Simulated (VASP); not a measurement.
**InSb in VASP: one cell, several levels of theory**

What does VASP give for InSb (zincblende), under -1.5 % strain along x alone, the cell held fixed? Runs: PBE, r2SCAN. The results are then set beside those of Ansatz 0.2.0 for the same cell.

Code: VASP 6.6.1. PAW datasets, plane waves. Spin-unpolarised throughout; all numbers are computed.

## 1. Starting point

The cell comes from an earlier relaxation with r2SCAN in another program, then strained, with the atoms relaxed again.

It is tetragonal, I-4m2 (No. 119); conventional cell a = 4.638 Å, c = 6.461 Å, 34.74 Å³ an atom. In has 4 Sb at 2.83 Å; Sb has 4 In at 2.83 Å.

Structure file:

```cif
data_structure
_symmetry_space_group_name_H-M 'I-4m2'
_symmetry_Int_Tables_number 119
_cell_length_a 4.6379
_cell_length_b 4.6379
_cell_length_c 6.4606
_cell_angle_alpha 90.000
_cell_angle_beta 90.000
_cell_angle_gamma 90.000
_cell_volume 138.97
loop_
_atom_site_label
_atom_site_type_symbol
_atom_site_symmetry_multiplicity
_atom_site_Wyckoff_symbol
_atom_site_fract_x
_atom_site_fract_y
_atom_site_fract_z
_atom_site_occupancy
In1 In 2 a 0.00000 0.00000 0.00000 1
Sb1 Sb 2 d 0.50000 0.00000 0.25000 1
```

## 2. Single point with PBE

INCAR

```
ENCUT = 520.000000
SIGMA = 0.020000
EDIFF = 1.00e-07
GGA = PE
PREC = Accurate
IBRION = -1
ISIF = 2
ISMEAR = -1
NBANDS = 16
NELM = 120
NSW = 0
LASPH = .TRUE.
LCHARG = .FALSE.
LWAVE = .FALSE.
LREAL = .FALSE.
```

KPOINTS

```
KPOINTS created by Atomic Simulation Environment
0
Gamma
6 6 6
0 0 0
```

KPOINTS_OPT

```
special points
7
Reciprocal
0.0000000000 0.0000000000 0.0000000000 1
-0.5000000000 -0.5000000000 0.0000000000 1
-0.3750000000 -0.3750000000 0.2500000000 1
-0.3750000000 0.0000000000 0.3750000000 1
0.0000000000 0.0000000000 0.5000000000 1
-0.5000000000 -0.2500000000 0.2500000000 1
-0.0106610000 -0.0106610000 0.0000000000 1
```

POSCAR

```
In Sb
 1.0000000000000000
     0.0000000000000000    3.2795130080999999    3.2795130080999999
     3.2303203129000000    0.0000000000000000    3.2795130080999999
     3.2303203129000000    3.2795130080999999    0.0000000000000000
 In  Sb
   1   1
Cartesian
  0.0000000000000000  0.0000000000000000  0.0000000000000000
  1.6151601564499998  1.6397565040500002  1.6397565040500002
```

The run uses the recommended PBE PAW datasets (18 valence electrons a neutral cell).

On the command line:

```
> mpirun -np 1 vasp_std
```

Printed to the terminal (iteration lines stand in OSZICAR):

```text
POSCAR found type information on POSCAR InSb
 POSCAR found :  2 types and       2 ions
 LDA part: xc-table for (Slater+PW92), standard interpolation
 POSCAR, INCAR and KPOINTS ok, starting setup
 FFT: planning ... GRIDC
 FFT: planning ... GRID_SOFT
 FFT: planning ... GRID
 WAVECAR not read
 entering main loop
 Start KPOINTS_OPT (optional k-point list driver)
k-point batch [1-7\7]
```

OSZICAR:

```text
N       E                     dE             d eps       ncg     rms          rms(c)
DAV:   1     0.111874492795E+03    0.11187E+03   -0.79768E+03   960   0.111E+03
DAV:   2     0.181909868313E+00   -0.11169E+03   -0.10818E+03  1096   0.284E+02
DAV:   3    -0.680705481308E+01   -0.69890E+01   -0.69675E+01  1224   0.721E+01
DAV:   4    -0.700632960220E+01   -0.19927E+00   -0.19924E+00  1216   0.140E+01
DAV:   5    -0.701719458060E+01   -0.10865E-01   -0.10865E-01  1440   0.267E+00    0.404E+00
DAV:   6    -0.691969973011E+01    0.97495E-01   -0.15350E-01  1392   0.589E+00    0.235E+00
DAV:   7    -0.690667400371E+01    0.13026E-01   -0.68940E-02  1320   0.239E+00    0.617E-01
DAV:   8    -0.690780889962E+01   -0.11349E-02   -0.77333E-03  1288   0.999E-01    0.252E-01
DAV:   9    -0.690849772492E+01   -0.68883E-03   -0.98223E-04  1176   0.266E-01    0.765E-02
DAV:  10    -0.690854516987E+01   -0.47445E-04   -0.50751E-05  1312   0.464E-02    0.391E-02
DAV:  11    -0.690858992422E+01   -0.44754E-04   -0.80145E-05  1176   0.559E-02    0.254E-02
DAV:  12    -0.690859137852E+01   -0.14543E-05   -0.13660E-06  1184   0.739E-03    0.705E-03
DAV:  13    -0.690859190524E+01   -0.52672E-06   -0.15262E-06  1184   0.791E-03    0.430E-03
DAV:  14    -0.690859167601E+01    0.22922E-06   -0.54376E-08  1048   0.135E-03    0.122E-03
DAV:  15    -0.690859169348E+01   -0.17470E-07   -0.16307E-08   856   0.101E-03
   1 F= -.69085917E+01 E0= -.69084838E+01  d E =-.215761E-03
       N       E                     dE             ncg
DAV:   1     0.827546039773E+03   -0.24089E+04      224
DAV:   2     0.417310660076E+02   -0.78581E+03      256
DAV:   3    -0.613402685158E+01   -0.47865E+02      256
DAV:   4    -0.753055376057E+01   -0.13965E+01      312
DAV:   5    -0.759649643480E+01   -0.65943E-01      328
DAV:   6    -0.759741209714E+01   -0.91566E-03      312
DAV:   7    -0.759745361082E+01   -0.41514E-04      352
DAV:   8    -0.759745403535E+01   -0.42452E-06      312
DAV:   9    -0.759745404490E+01   -0.95578E-08      248
```

The lines after F= are the extra pass for the points of KPOINTS_OPT, at fixed density; their E is not a total energy.

OUTCAR, selected sections:

```text
k-points           NKPTS =     30   k-points in BZ     NKDIM =     30   number of bands    NBANDS=     16

   NELECT =      18.0000    total number of electrons

   dimension x,y,z NGX =    36 NGY =   36 NGZ =   36
   dimension x,y,z NGXF=    72 NGYF=   72 NGZF=   72

  energy-cutoff  :      520.00
  volume of cell :       69.49
      direct lattice vectors                 reciprocal lattice vectors
     0.000000000  3.279513008  3.279513008    -0.154783412  0.152461661  0.152461661
     3.230320313  0.000000000  3.279513008     0.154783412 -0.152461661  0.152461661
     3.230320313  3.279513008  0.000000000     0.154783412  0.152461661 -0.152461661

 k-points in reciprocal lattice and weights: KPOINTS created by Atomic Simulation Env
   0.00000000  0.00000000  0.00000000       0.005
   0.16666667 -0.00000000 -0.00000000       0.037
   0.33333333 -0.00000000 -0.00000000       0.037
   0.50000000 -0.00000000 -0.00000000       0.019
   0.16666667  0.16666667  0.00000000       0.019
   0.33333333  0.16666667 -0.00000000       0.074
   0.50000000  0.16666667 -0.00000000       0.074
  -0.33333333  0.16666667  0.00000000       0.074
[... 22 more k-points ...]

 E-fermi :   4.9052

 k-point     1 :       0.0000    0.0000    0.0000
  band No.  band energies     occupation
      1      -9.6824      2.00000
      2      -9.6824      2.00000
      3      -9.6795      2.00000
      4      -9.6037      2.00000
      5      -9.6015      2.00000
      6      -5.6955      2.00000
      7       4.5688      2.00000
      8       4.8617      1.79592
      9       4.8617      1.79592
     10       4.9324      0.40816
     11       7.8227      0.00000
     12       7.8558      0.00000
     13       7.8558      0.00000
     14      10.5971      0.00000
     15      13.0083      0.00000
     16      13.2211      0.00000

 k-point     2 :       0.1667   -0.0000   -0.0000
  band No.  band energies     occupation
      1      -9.6924      2.00000
      2      -9.6773      2.00000
      3      -9.6754      2.00000
      4      -9.6041      2.00000
      5      -9.6015      2.00000
      6      -5.4546      2.00000
      7       2.4223      2.00000
      8       4.5314      2.00000
      9       4.5929      2.00000
     10       5.8070      0.00000
     11       8.2735      0.00000
     12       8.2908      0.00000
     13       8.5707      0.00000
     14      11.6856      0.00000
     15      12.1278      0.00000
     16      12.2469      0.00000

 k-point     3 :       0.3333   -0.0000   -0.0000
  band No.  band energies     occupation
      1      -9.7138      2.00000
      2      -9.6685      2.00000
      3      -9.6668      2.00000
      4      -9.6036      2.00000
      5      -9.6005      2.00000
      6      -4.8336      2.00000
      7       0.3326      2.00000
      8       4.0539      2.00000
      9       4.1379      2.00000
     10       5.5397      0.00000
     11       8.6634      0.00000
     12       8.7131      0.00000
     13      10.6235      0.00000
     14      11.5984      0.00000
     15      12.5877      0.00000
     16      12.5970      0.00000

 k-point     4 :       0.5000   -0.0000   -0.0000
  band No.  band energies     occupation
      1      -9.7243      2.00000
      2      -9.6649      2.00000
      3      -9.6632      2.00000
      4      -9.6026      2.00000
      5      -9.5991      2.00000
      6      -4.3825      2.00000
      7      -0.6350      2.00000
      8       3.8641      2.00000
      9       3.9577      2.00000
     10       5.3811      0.00000
     11       8.6541      0.00000
     12       8.7296      0.00000
     13      10.9927      0.00000
     14      13.0393      0.00000
     15      13.9623      0.00000
     16      14.0634      0.00000

 k-point     5 :       0.1667    0.1667    0.0000
  band No.  band energies     occupation
      1      -9.7019      2.00000
      2      -9.6721      2.00000
      3      -9.6700      2.00000
      4      -9.6058      2.00000
      5      -9.6008      2.00000
      6      -5.3753      2.00000
      7       2.3252      2.00000
      8       4.0492      2.00000
      9       4.0943      2.00000
     10       6.6950      0.00000
     11       7.2469      0.00000
     12       9.0163      0.00000
     13       9.1412      0.00000
     14      10.9319      0.00000
     15      12.2116      0.00000
     16      13.4359      0.00000

[... the tables of k-points 6 to 30 left out ...]

  Total        1.0079622      0.8683358      0.8683358      0.0000000      0.0000000      0.0000000
  in kB       23.2413070     20.0218396     20.0218396      0.0000000      0.0000000      0.0000000
  external PRESSURE =      21.0949954 kB  Pullay stress =       0.0000000 kB

 POSITION                                       TOTAL-FORCE (eV/Angst)
 -----------------------------------------------------------------------------------
      0.00000      0.00000      0.00000        -0.000000      0.000000      0.000000
      1.61516      1.63976      1.63976         0.000000     -0.000000     -0.000000
 -----------------------------------------------------------------------------------
    total drift:                                0.000000     -0.000000     -0.000000

  FREE ENERGIE OF THE ION-ELECTRON SYSTEM (eV)
  ---------------------------------------------------
  free  energy   TOTEN  =        -6.9085916935 eV

  energy  without entropy=       -6.9083759323  energy(sigma->0) =       -6.90848381
```

Hardware: 1 MPI rank of Intel Xeon Platinum 8488C, shared host.

The levels at the points of KPOINTS_OPT are read from vasprun.xml.

Near the gap, in eV above the top of the last filled band v; c is the band after it:

```tsv
point	v−1	v	c	c+1
Γ	-0.07	-0.07	0.01	2.90
X	-2.21	-2.20	1.33	1.37
U	-3.07	-1.87	1.62	3.67
K	-3.07	-1.87	1.62	3.67
L	-1.06	-0.97	0.45	3.73
W	-2.81	-2.69	3.47	4.01
```

PBE leaves no gap to speak of (0.000 eV). Pressure: 2.11 GPa; the forces vanish within 0.01 eV/Å.

## 3. r2SCAN

Changes to INCAR since step 2:

```diff
@@ -3,3 +3,4 @@
 EDIFF = 1.00e-07
-GGA = PE
+ALGO = Normal
+METAGGA = R2SCAN
 PREC = Accurate
```

KPOINTS is that of step 2.

KPOINTS_OPT is that of step 2.

POSCAR is that of step 2.

On the command line:

```
> mpirun -np 1 vasp_std
```

Standard output, without the iteration lines:

```text
POSCAR found type information on POSCAR InSb
 POSCAR found :  2 types and       2 ions
 -----------------------------------------------------------------------------
|                                                                             |
|                                                                             |
|     You enforced a specific xc type in the INCAR file but a different       |
|     I HOPE YOU KNOW WHAT YOU ARE DOING!                                     |
|                                                                             |
 -----------------------------------------------------------------------------

 LDA part: xc-table for (None), standard interpolation
 POSCAR, INCAR and KPOINTS ok, starting setup
 FFT: planning ... GRIDC
 FFT: planning ... GRID_SOFT
 FFT: planning ... GRID
 WAVECAR not read
 entering main loop
 Start KPOINTS_OPT (optional k-point list driver)
k-point batch [1-7\7]
```

OSZICAR:

```text
N       E                     dE             d eps       ncg     rms          rms(c)
DAV:   1     0.703999909409E+02    0.70400E+02   -0.81547E+03   960   0.114E+03
DAV:   2    -0.443581217217E+02   -0.11476E+03   -0.11116E+03  1096   0.292E+02
DAV:   3    -0.516117516779E+02   -0.72536E+01   -0.72313E+01  1216   0.747E+01
DAV:   4    -0.518272734723E+02   -0.21552E+00   -0.21547E+00  1248   0.145E+01
DAV:   5    -0.518402555640E+02   -0.12982E-01   -0.12982E-01  1440   0.288E+00    0.527E+00
DAV:   6    -0.487467018795E+02    0.30936E+01   -0.12811E+00  1208   0.206E+01    0.274E+00
DAV:   7    -0.487381124665E+02    0.85894E-02   -0.70007E-02  1112   0.251E+00    0.165E+00
DAV:   8    -0.487452812460E+02   -0.71688E-02   -0.26818E-02  1288   0.127E+00    0.507E-01
DAV:   9    -0.487452738385E+02    0.74076E-05   -0.22050E-03  1392   0.579E-01    0.188E-01
DAV:  10    -0.487452494008E+02    0.24438E-04   -0.38828E-04  1240   0.183E-01    0.701E-02
DAV:  11    -0.487452541230E+02   -0.47222E-05   -0.36937E-05  1256   0.848E-02    0.509E-02
DAV:  12    -0.487452556682E+02   -0.15452E-05   -0.45666E-06  1208   0.138E-02    0.134E-02
DAV:  13    -0.487452531545E+02    0.25137E-05   -0.34458E-06  1336   0.309E-02    0.497E-03
DAV:  14    -0.487452530914E+02    0.63043E-07   -0.73046E-08   936   0.254E-03
   1 F= -.48745253E+02 E0= -.48745151E+02  d E =-.204478E-03
       N       E                     dE             ncg
DAV:   1     0.790373807411E+03   -0.24461E+04      224
DAV:   2    -0.195929629160E+02   -0.80997E+03      256
DAV:   3    -0.699245747207E+02   -0.50332E+02      256
DAV:   4    -0.714705268273E+02   -0.15460E+01      312
DAV:   5    -0.715525786792E+02   -0.82052E-01      336
DAV:   6    -0.715540287891E+02   -0.14501E-02      312
DAV:   7    -0.715541049158E+02   -0.76127E-04      328
DAV:   8    -0.715541058438E+02   -0.92801E-06      320
DAV:   9    -0.715541058615E+02   -0.17685E-07      224
```

OUTCAR, selected sections:

```text
k-points           NKPTS =     30   k-points in BZ     NKDIM =     30   number of bands    NBANDS=     16

   NELECT =      18.0000    total number of electrons

   dimension x,y,z NGX =    36 NGY =   36 NGZ =   36
   dimension x,y,z NGXF=    72 NGYF=   72 NGZF=   72

  energy-cutoff  :      520.00
  volume of cell :       69.49
      direct lattice vectors                 reciprocal lattice vectors
     0.000000000  3.279513008  3.279513008    -0.154783412  0.152461661  0.152461661
     3.230320313  0.000000000  3.279513008     0.154783412 -0.152461661  0.152461661
     3.230320313  3.279513008  0.000000000     0.154783412  0.152461661 -0.152461661

 k-points in reciprocal lattice and weights: KPOINTS created by Atomic Simulation Env
   0.00000000  0.00000000  0.00000000       0.005
   0.16666667 -0.00000000 -0.00000000       0.037
   0.33333333 -0.00000000 -0.00000000       0.037
   0.50000000 -0.00000000 -0.00000000       0.019
   0.16666667  0.16666667  0.00000000       0.019
   0.33333333  0.16666667 -0.00000000       0.074
   0.50000000  0.16666667 -0.00000000       0.074
  -0.33333333  0.16666667  0.00000000       0.074
[... 22 more k-points ...]

 E-fermi :   4.7759

 k-point     1 :       0.0000    0.0000    0.0000
  band No.  band energies     occupation
      1     -10.3628      2.00000
      2     -10.3628      2.00000
      3     -10.3597      2.00000
      4     -10.2680      2.00000
      5     -10.2654      2.00000
      6      -6.2802      2.00000
      7       4.6733      1.98826
      8       4.6733      1.98826
      9       4.7489      1.58839
     10       4.8015      0.43510
     11       7.8914      0.00000
     12       7.9289      0.00000
     13       7.9289      0.00000
     14      10.8602      0.00000
     15      13.2420      0.00000
     16      13.4589      0.00000

 k-point     2 :       0.1667   -0.0000   -0.0000
  band No.  band energies     occupation
      1     -10.3737      2.00000
      2     -10.3572      2.00000
      3     -10.3552      2.00000
      4     -10.2684      2.00000
      5     -10.2654      2.00000
      6      -6.0250      2.00000
      7       2.2804      2.00000
      8       4.3319      2.00000
      9       4.3973      2.00000
     10       5.9209      0.00000
     11       8.3633      0.00000
     12       8.3819      0.00000
     13       8.7168      0.00000
     14      11.9680      0.00000
     15      12.3580      0.00000
     16      12.4808      0.00000

 k-point     3 :       0.3333   -0.0000   -0.0000
  band No.  band energies     occupation
      1     -10.3969      2.00000
      2     -10.3473      2.00000
      3     -10.3454      2.00000
      4     -10.2680      2.00000
      5     -10.2644      2.00000
      6      -5.3662      2.00000
      7       0.0552      2.00000
      8       3.8334      2.00000
      9       3.9220      2.00000
     10       5.6488      0.00000
     11       8.7676      0.00000
     12       8.8187      0.00000
     13      10.8552      0.00000
     14      11.8735      0.00000
     15      12.8515      0.00000
     16      12.8647      0.00000

 k-point     4 :       0.5000   -0.0000   -0.0000
  band No.  band energies     occupation
      1     -10.4083      2.00000
      2     -10.3431      2.00000
      3     -10.3412      2.00000
      4     -10.2671      2.00000
      5     -10.2631      2.00000
      6      -4.8857      2.00000
      7      -0.9735      2.00000
      8       3.6342      2.00000
      9       3.7327      2.00000
     10       5.4867      0.00000
     11       8.7543      0.00000
     12       8.8321      0.00000
     13      11.1754      0.00000
     14      13.4295      0.00000
     15      14.3289      0.00000
     16      14.4374      0.00000

 k-point     5 :       0.1667    0.1667    0.0000
  band No.  band energies     occupation
      1     -10.3842      2.00000
      2     -10.3516      2.00000
      3     -10.3492      2.00000
      4     -10.2701      2.00000
      5     -10.2647      2.00000
      6      -5.9410      2.00000
      7       2.2049      2.00000
      8       3.8326      2.00000
      9       3.8815      2.00000
     10       6.7639      0.00000
     11       7.3746      0.00000
     12       9.1423      0.00000
     13       9.2758      0.00000
     14      11.1338      0.00000
     15      12.5098      0.00000
     16      13.6892      0.00000

[... the tables of k-points 6 to 30 left out ...]

  Total        0.3979055      0.2113524      0.2113524      0.0000000      0.0000000      0.0000000
  in kB        9.1747923      4.8733029      4.8733029      0.0000000      0.0000000      0.0000000
  external PRESSURE =       6.3071327 kB  Pullay stress =       0.0000000 kB

 POSITION                                       TOTAL-FORCE (eV/Angst)
 -----------------------------------------------------------------------------------
      0.00000      0.00000      0.00000        -0.000000     -0.000000     -0.000000
      1.61516      1.63976      1.63976         0.000000      0.000000      0.000000
 -----------------------------------------------------------------------------------
    total drift:                               -0.000003     -0.000001     -0.000001

  FREE ENERGIE OF THE ION-ELECTRON SYSTEM (eV)
  ---------------------------------------------------
  free  energy   TOTEN  =       -48.7452530914 eV

  energy  without entropy=      -48.7450486139  energy(sigma->0) =      -48.74515085
```

Hardware: 1 MPI rank of Intel Xeon Platinum 8488C, shared host.

The levels at the points of KPOINTS_OPT are read from vasprun.xml.

Band energies at the special points (eV, zero at the top of v, the last band that the electrons fill by count):

```tsv
point	v−1	v	c	c+1
Γ	-0.08	0.00	0.05	3.14
X	-2.31	-2.30	1.55	1.58
U	-3.19	-1.96	1.85	3.97
K	-3.19	-1.96	1.85	3.97
L	-1.11	-1.02	0.74	4.01
W	-2.92	-2.79	3.79	4.26
```

r2SCAN gives a direct gap of 0.05 eV at Γ. Pressure: 0.63 GPa; the forces vanish within 0.01 eV/Å.

## 4. What came out

| level | gap (eV) | pressure (GPa) | Ansatz: gap (eV) | Ansatz: pressure (GPa) |
| --- | --- | --- | --- | --- |
| PBE | 0.00 | 2.11 | 0.00 | 2.13 |
| r2SCAN | 0.05 | 0.63 | 0.05 | 0.61 |

**Reading.** The gap runs from 0.00 eV (PBE) to 0.05 eV (r2SCAN). Spin-orbit coupling is left out, though the cell holds Sb (Z = 51); in an element this heavy it can shift bands and gaps by tenths of an eV. At this one volume the pressure spans 0.6 GPa (r2SCAN) to 2.1 GPa (PBE): PBE wants the largest cell and r2SCAN the smallest. The two programs agree on the gap within 0.01 eV, far less than the spread between functionals. Datasets and cutoffs are each program's own. VASP's cell holds 18 valence electrons and Ansatz's 28.
